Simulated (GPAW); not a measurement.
# How the form of the self-energy moves the gap of Cu3N (Pm-3m)

Aim: compare treatments of exchange, screening and correlation for the gap of Cu3N (Pm-3m).

Method: PBE and many-body steps on it, plane waves, in GPAW 26.7.0.

The database entry behind the starting cell differs from later determinations by our own check (0.1 to 0.3 % short, probably kX units), so it need not match the best structure at ambient conditions.

## Step 1: The starting structure

It takes space group Pm-3m (No. 221, cubic). Conventional cell: a = 3.807 Å, b = 3.807 Å, c = 3.807 Å, α = 90.00°, β = 90.00°, γ = 90.00°. Nearest to Cu lie 2 N at 1.90 Å. N has 6 Cu at 1.90 Å nearest. Farther neighbours and most contacts between anions are not listed.

Coordinates:

```
Cu N
1.0
     3.80700    0.00000    0.00000
     0.00000    3.80700    0.00000
     0.00000    0.00000    3.80700
Cu N
3 1
Direct
  0.50000 0.00000 0.00000
  0.00000 0.50000 0.00000
  0.00000 0.00000 0.50000
  0.00000 0.00000 0.00000
```

The cell and positions come from the Crystallography Open Database and are kept as given unless a step says otherwise.

## Step 2: Empty states on the mesh, 4×4×4 mesh, 300 bands

This step: GPAW 26.7.0; DFT, PBE, plane waves, PAW.

The sums over transitions need many empty states on a uniform mesh; this step solves for them.

File run.py:

```python
import json
import numpy as np
from gpaw.mpi import world
from gpaw import GPAW

calc = GPAW('gs.gpw').fixed_density(kpts={'size': (4, 4, 4), 'gamma': True},
    parallel={'domain': 1, 'band': 1},
    txt='nscf.txt')
calc.diagonalize_full_hamiltonian(nbands=300)
calc.write('full.gpw', mode='all')
res = {}
kpts = calc.get_ibz_k_points()
res['kpts'] = kpts
res['eigenvalues'] = [calc.get_eigenvalues(kpt=k) for k in range(len(kpts))]
res['n_electrons'] = calc.get_number_of_electrons()

if world.rank == 0:
    with open('result.json', 'w') as f:
        json.dump(res, f, default=lambda x: x.tolist())
```

On the command line:

```bash
$ mpirun -n 8 gpaw python run.py
```

Numbers of over 12 decimals in the logs are rounded to 6 here.

Output:

```text
Diagonalizing LCAO Hamiltonian
Converting LCAO to pw mode
convergence criteria:
- Maximum integral of absolute [eigenst]ate change: 4e-08 eV^2 / valence electron
maximum number of iterations: 100

SCF iterations
|iter     |     time |      energy | eigst |  dens |
|iter:   1|  |             | +0.15 |       |
|iter:   2|  |             | -1.33 |       |
|iter:   3|  |             | -3.15 |       |
|iter:   4|  |             | -4.32 |       |
|iter:   5|  |             | -5.54 |       |
|iter:   6|  |             | -6.57 |       |
|iter:   7|  |             | -7.47c|       |
SCF steps: 7
  __  _  _
 | _ |_)|_||  |
 |__||  | ||/\| - 26.7.0

Input parameters:
  mode=PW(ecut=600.0),
  convergence={'density': 1e-06, 'bands': -3},
  gpts=array([24, 24, 24]),
  kpts=MonkhorstPack(size=(4, 4, 4), gamma=True),
  maxiter=100,
  nbands=27,
  occupations=Occupations(name='fermi-dirac', width=0.001, fixmagmom=False),
  parallel={'domain': 1, 'band': 1},
  xc=XC(name='PBE')
Matrix size: 1839x1839
# Writing to full.gpw (mode='all')
  [... matrices ...]

timing:  # [seconds]
  Total: 5.558  # ━━━━━━━━━━━━━━━━━━━━━━━━━━━━━━━━━━━━━━━━━━━━━━━━━━━━━━━━━━━
```

The job ended after 10 s (8 MPI ranks of Intel Xeon 6975P-C (Granite Rapids), shared host; peak memory 3.1 GiB; 79 s of CPU time).

This step gave:

```
gap                                                           : 0.1697 eV
k of the valence top                                          : 0.5, 0.5, 0.5
k of the conduction bottom                                    : 0.5, 0.5, 0
least direct gap                                              : 0.7034 eV
k points computed                                             : 10
lowest point of the top converged band, above the valence top : 160.3679 eV
```

On this mesh the gap is 0.170 eV.

## Step 3: G0W0, Godby-Needs plasmon pole

Now the one-shot GW correction: screening in the RPA, then the self-energy of the levels asked for.

This step: G0W0 with a vertex from the rALDA kernel on PBE, plane waves, PAW.

File run.py:

```python
import json
import numpy as np
from gpaw.mpi import world
from gpaw.response.g0w0 import G0W0

gw = G0W0('full.gpw',
    filename='gw',
    kpts=[0, 7, 8, 9],
    bands=(17, 21),
    ecut=175,
    nbands=290,
    integrate_gamma='WS',
    ppa=True,
    xc='rALDA',
    fxc_mode=None,
    fxc_modes=['GWP', 'GWS', 'GWG'],
    do_GW_too=True)
gw.calculate()
res = {mode: {k: v for k, v in r.items() if k != 'sigma_eskwn'}
       for mode, r in gw.all_results.items()}

if world.rank == 0:
    with open('result.json', 'w') as f:
        json.dump(res, f, default=lambda x: x.tolist())
```

On the command line:

```bash
$ mpirun -n 8 gpaw python run.py
```

Output:

```text
Using integrator: PointIntegrator
FrequencyGridDescriptor(from 0.000+0.000j to 0.000+27.211j eV, 2 points)
Nonperiodic BCs:  [False False False]
Using integrator: PointIntegrator
FrequencyGridDescriptor(from 0.000+0.000j to 0.000+27.211j eV, 2 points)
Nonperiodic BCs:  [False False False]
  ___  _ _ _
 |   || | | |
 | | || | | |
 |__ ||_____|
 |___|

BZ k-points: Symmetries present (total): 48

  [... matrices ...]
64 k-points: 4 x 4 x 4 Monkhorst-Pack grid + [1/8,1/8,1/8]
10 k-points in the irreducible part of the Brillouin zone
       k-points in crystal coordinates                weights
   0:     0.00000000    0.00000000    0.00000000          1/64
   1:     0.25000000    0.00000000    0.00000000          6/64
   2:     0.25000000    0.25000000    0.00000000         12/64
   3:     0.25000000    0.25000000    0.25000000          8/64
   4:     0.50000000    0.00000000    0.00000000          3/64
   5:     0.50000000    0.25000000    0.00000000         12/64
   6:     0.50000000    0.25000000    0.25000000         12/64
   7:     0.50000000    0.50000000    0.00000000          3/64
   8:     0.50000000    0.50000000    0.25000000          6/64
   9:     0.50000000    0.50000000    0.50000000          1/64

Distributing spins, k-points and bands (1 x 4 x 4) over 8 processes
Number of blocks: 1

Quasi particle states:
k-points (IBZ indices): [0, 7, 8, 9]
Band range: (17, 21)
  [... matrices ...]
Computational parameters:
Plane wave cut-off: 175 eV
Number of bands: 290
Coulomb cutoff: None
Broadening: 0.1 eV

fxc modes: GW, GWG, GWP, GWS
Kernel: rALDA
Using Godby-Needs plasmon-pole approximation:
  Fitting energy: i*E0, E0 = 1.000 Hartree
Summing all q:

Calculating screened Coulomb potential
No Coulomb truncation
FrequencyGridDescriptor(from 0.000+0.000j to 0.000+27.211j eV, 2 points)
Removing empty qpoint cache files...

Calculating chi0 body with:
    Ground state adapter containing:
    Number of spins: 1
    Number of kpoints: 64
    Number of irreducible kpoints: 10
    Number of completely occupied states: 19
    Number of partially occupied states: 19
    Occupied states memory: 4.0078125 M / cpu

    Linear response parametrization:
    q_c: [0.0, 0.0, 0.0]
    Number of frequency points: 2
    Planewave cutoff: 175.0
    Number of bands: 290
    Number of planewaves: 257
    Broadening (eta): 1e-06
    comm.size: 8
    kncomm.size: 8
    blockcomm.size: 1

    Memory estimate of potentially large arrays:
        chi0_wGG: 2.015656 M / cpu
Integrating chi0 body.

Symmetries of q_c:
    Direct symmetries (Uq -> q): 48
    Indirect symmetries (TUq -> q): 0
In total 48 allowed symmetries.

  [... matrices ...]
10 groups of equivalent kpoints. 84.375% reduction.

Integral kind: response function
Integrating chi0 head and wings.

Symmetries of q_c:
    Direct symmetries (Uq -> q): 48
    Indirect symmetries (TUq -> q): 0
In total 48 allowed symmetries.

  [... matrices ...]
10 groups of equivalent kpoints. 84.375% reduction.

Integral kind: response function wings
Calculating rALDA kernel at 175.0 eV cutoff
q point 0 complete
q point 1 complete
q point 2 complete
q point 3 complete
q point 4 complete
q point 5 complete
q point 6 complete
q point 7 complete
q point 8 complete
q point 9 complete

Calculating chi0 body with:
    Ground state adapter containing:
    Number of spins: 1
[... the further q-points ...]

Results:
f:      Occupation numbers
eps:     KS-eigenvalues [eV]
vxc:     KS vxc [eV]
exx:     Exact exchange [eV]
sigma:   Self-energies [eV]
dsigma:  Self-energy derivatives
Z:       Renormalization factors
qp:      QP-energies [eV]

k-point 0 (0): (0.000, 0.000, 0.000)                GWP
band       f     eps     vxc     exx   sigma  dsigma       Z      qp
                                                                  GWP
  17   1.000   3.715 -39.080 -49.278  10.326  -0.494   0.670   3.800
  18   1.000   3.758 -38.735 -48.486   9.772  -0.485   0.673   3.773
  19   0.000   6.565 -32.581 -30.247  -1.440  -0.393   0.718   7.207
  20   0.000  10.857 -18.411 -13.397  -4.685  -0.312   0.762  11.108
                                                                  GWS
  17   1.000   3.715 -39.080 -49.278   9.572  -0.456   0.687   3.285
  18   1.000   3.758 -38.735 -48.486   9.162  -0.445   0.692   3.351
[...]
GWG
[...]
GW
[...]
k-point 1 (7): (0.500, 0.500, 0.000)                GWP
band       f     eps     vxc     exx   sigma  dsigma       Z      qp
                                                                  GWP
[...]
GWS
[...]
GWG
[...]
GW
[...]
k-point 2 (8): (0.500, 0.500, 0.250)                GWP
band       f     eps     vxc     exx   sigma  dsigma       Z      qp
                                                                  GWP
[...]
GWS
[...]
GWG
[...]
GW
[...]
k-point 3 (9): (0.500, 0.500, 0.500)                GWP
band       f     eps     vxc     exx   sigma  dsigma       Z      qp
                                                                  GWP
[...]
GWS
[...]
GWG
[...]
GW
[...]
18   1.000   5.552 -33.250 -39.155   5.757  -0.384   0.723   5.444
  19   0.000   6.329 -10.370  -7.156  -3.464  -0.247   0.802   6.129
  20   0.000   6.329 -10.370  -7.156  -3.464  -0.247   0.802   6.129
```

Run time: 9.7 min. Hardware: 8 MPI ranks; peak memory 10 GiB; 78 min of CPU time.

Numbers from this step:

```
gap with the vertex in the polarisability    : -0.06551 eV
gap with the vertex in the self-energy       : 0.4825 eV
gap with the vertex in both                  : 0.3466 eV
G0W0 gap on the mesh                         : 0.1006 eV
least direct G0W0 gap on the computed points : 0.6421 eV
Z at the valence top                         : 0.7225
Z at the conduction bottom                   : 0.7825
starting gap on the mesh                     : 0.1697 eV
k of the valence top                         : 0.5, 0.5, 0.5
k of the conduction bottom                   : 0.5, 0.5, 0
```

The gap on the mesh goes from 0.17 eV to 0.10 eV, a correction of −0.07 eV.

## Step 4: G0W0 with rALDA vertex

run.py, as its differences from that of step 3:

```diff
@@ -9,4 +9,4 @@
     bands=(17, 21),
-    ecut=175,
-    nbands=290,
+    ecut=105,
+    nbands=134,
     integrate_gamma='WS',
@@ -14,5 +14,3 @@
     xc='rALDA',
-    fxc_mode=None,
-    fxc_modes=['GWP', 'GWS', 'GWG'],
-    do_GW_too=True)
+    fxc_mode='GWG')
 gw.calculate()
```

On the command line:

```bash
$ mpirun -n 8 gpaw python run.py
```

Output:

```text
Using integrator: PointIntegrator
FrequencyGridDescriptor(from 0.000+0.000j to 0.000+27.211j eV, 2 points)
Nonperiodic BCs:  [False False False]
Using integrator: PointIntegrator
FrequencyGridDescriptor(from 0.000+0.000j to 0.000+27.211j eV, 2 points)
Nonperiodic BCs:  [False False False]
  ___  _ _ _
 |   || | | |
 | | || | | |
 |__ ||_____|
 |___|

BZ k-points: Symmetries present (total): 48

  [... matrices ...]
64 k-points: 4 x 4 x 4 Monkhorst-Pack grid + [1/8,1/8,1/8]
10 k-points in the irreducible part of the Brillouin zone
       k-points in crystal coordinates                weights
   0:     0.00000000    0.00000000    0.00000000          1/64
   1:     0.25000000    0.00000000    0.00000000          6/64
   2:     0.25000000    0.25000000    0.00000000         12/64
[...]
8:     0.50000000    0.50000000    0.25000000          6/64
   9:     0.50000000    0.50000000    0.50000000          1/64

Distributing spins, k-points and bands (1 x 4 x 4) over 8 processes
Number of blocks: 1

Quasi particle states:
k-points (IBZ indices): [0, 7, 8, 9]
Band range: (17, 21)
  [... matrices ...]
Computational parameters:
Plane wave cut-off: 105 eV
Number of bands: 134
Coulomb cutoff: None
Broadening: 0.1 eV

fxc modes: GWG
Kernel: rALDA
Using Godby-Needs plasmon-pole approximation:
  Fitting energy: i*E0, E0 = 1.000 Hartree
Summing all q:

Calculating screened Coulomb potential
No Coulomb truncation
FrequencyGridDescriptor(from 0.000+0.000j to 0.000+27.211j eV, 2 points)
Removing empty qpoint cache files...

Calculating chi0 body with:
    Ground state adapter containing:
    Number of spins: 1
    Number of kpoints: 64
    Number of irreducible kpoints: 10
    Number of completely occupied states: 19
    Number of partially occupied states: 19
[...]
In total 48 allowed symmetries.

  [... matrices ...]
10 groups of equivalent kpoints. 84.375% reduction.

Integral kind: response function
Integrating chi0 head and wings.

Symmetries of q_c:
    Direct symmetries (Uq -> q): 48
    Indirect symmetries (TUq -> q): 0
In total 48 allowed symmetries.

  [... matrices ...]
10 groups of equivalent kpoints. 84.375% reduction.

Integral kind: response function wings
Calculating rALDA kernel at 105.0 eV cutoff
q point 0 complete
q point 1 complete
q point 2 complete
[...]
q point 8 complete
q point 9 complete

Calculating chi0 body with:
    Ground state adapter containing:
    Number of spins: 1
[... the further q-points ...]

Results:
f:      Occupation numbers
eps:     KS-eigenvalues [eV]
vxc:     KS vxc [eV]
exx:     Exact exchange [eV]
sigma:   Self-energies [eV]
dsigma:  Self-energy derivatives
Z:       Renormalization factors
qp:      QP-energies [eV]

k-point 0 (0): (0.000, 0.000, 0.000)                GWG
band       f     eps     vxc     exx   sigma  dsigma       Z      qp
                                                                  GWG
  17   1.000   3.715 -39.080 -49.278   9.720  -0.465   0.682   3.388
  18   1.000   3.758 -38.735 -48.486   9.321  -0.457   0.686   3.463
  19   0.000   6.565 -32.581 -30.247  -1.392  -0.360   0.736   7.259
[...]
k-point 1 (7): (0.500, 0.500, 0.000)                GWG
band       f     eps     vxc     exx   sigma  dsigma       Z      qp
                                                                  GWG
[...]
k-point 2 (8): (0.500, 0.500, 0.250)                GWG
band       f     eps     vxc     exx   sigma  dsigma       Z      qp
                                                                  GWG
[...]
k-point 3 (9): (0.500, 0.500, 0.500)                GWG
band       f     eps     vxc     exx   sigma  dsigma       Z      qp
                                                                  GWG
[...]
19   0.000   6.329 -10.370  -7.156  -2.892  -0.230   0.813   6.591
  20   0.000   6.329 -10.370  -7.156  -2.892  -0.230   0.813   6.591
```

The job ended after 78 s (8 MPI ranks; peak memory 6.1 GiB).

This step gave:

| Property | Result |
| --- | --- |
| quasiparticle gap on the mesh | 0.3708 eV |
| least direct quasiparticle gap on the computed points | 0.9694 eV |
| Z at the valence top | 0.7264 |
| Z at the conduction bottom | 0.7919 |
| starting gap on the mesh | 0.1697 eV |
| k of the valence top | 0.5, 0.5, 0.5 |
| k of the conduction bottom | 0.5, 0.5, 0 |

Against G0W0 in GPAW (4×4×4 mesh, 290 bands, screening to 175 eV, Godby-Needs plasmon pole), the gap moves by +0.270 eV.

## Step 5: The runs together

Times are wall times on 8 MPI ranks of Intel Xeon 6975P-C (Granite Rapids), shared host, good to a factor of about two.

| run | mesh | bands | screening cutoff (eV) | DFT gap (eV) | gap on the mesh (eV) | direct (eV) | time |
| --- | --- | --- | --- | --- | --- | --- | --- |
| G0W0, Godby-Needs plasmon pole | 4×4×4 | 290 | 175 | 0.170 | 0.101 | 0.642 | 9.7 min |
| G0W0 with rALDA vertex | 4×4×4 | 134 | 105 | 0.170 | 0.371 | 0.969 | 78 s |

## Step 6: Results

```
G0W0, Godby-Needs plasmon pole : 0.101 eV
G0W0 with rALDA vertex         : 0.371 eV
known limits                   : not at the basis limit; d shell near the gap, gap tends to lie low; coarse k mesh
```

**Reading.** G0W0 with rALDA vertex: +0.270 eV against G0W0, Godby-Needs plasmon pole, at other bands or cutoff, so not like for like. With the rALDA kernel as a vertex the gap is -0.07 eV (in the polarisability), 0.48 eV (in the self-energy) and 0.35 eV (in both), against 0.10 eV without. Bands and cutoff are finite, so the gap is not at the basis limit. The miss can reach some tenths of an eV and take either sign; the mesh is an error of its own. These stock PAW sets were not made for GW. The 4×4×4 mesh is coarse for this cell, which bears on the long-range parts of exchange and screening. A d shell, filled or nearly so, lies near the gap. One-shot GW converges very slowly in bands there, not always from below, and on a semilocal start the gap tends to come out low; starts rich in exact exchange can overshoot instead.

[Paths, hosts, dates, memory and timing lines, banners, echoed tables and standing remarks are left out of the program output.]

[Logs are printed without paths, hosts, clocks, repeated set-up lines and the standing remarks that a program may print on its own settings, such as how far it seeks lower states.]

[Runs of the session that timed out or met a known fault of the program may be left out.]

[Hosts, paths, dates, database ids (printed as entryN), source tags and the programs' standing remarks are cut or masked in the printed files.]
